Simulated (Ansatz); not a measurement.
HgTe:

```xyz
2
Lattice="-3.0456 3.0456 1.5594 3.0456 -3.0456 1.5594 3.0456 3.0456 -1.5594" Properties=species:S:1:pos:R:3 pbc="T T T"
Hg    0.0000    3.0456    0.7797
Te    0.0000    0.0000    0.0000
```

Measurements of this composition are mostly on another form, of space group No. 216.

Base run:

* Program: Ansatz 0.2.0
* Functional: PBEsol
* Potentials or basis: all-electron LAPW, scalar-relativistic
* Cutoff: 207 eV (chosen from the basis error)
* Basis error allowed: 0.001 eV/atom
* k mesh: 10 × 10 × 10
* Occupations: gaussian, width 0.1 eV
* Spin: no spin polarisation

Its results: band gap on the k mesh none (metal or under the smearing width); pressure -3.3 GPa.

The run is repeated on the same cell with these changes: functional from PBEsol to LDA. What comes out?

Band gap on the k mesh none (metal or under the smearing width); pressure -4.9 GPa.

LDA binds more tightly than PBEsol, so the same cell stands under less pressure.
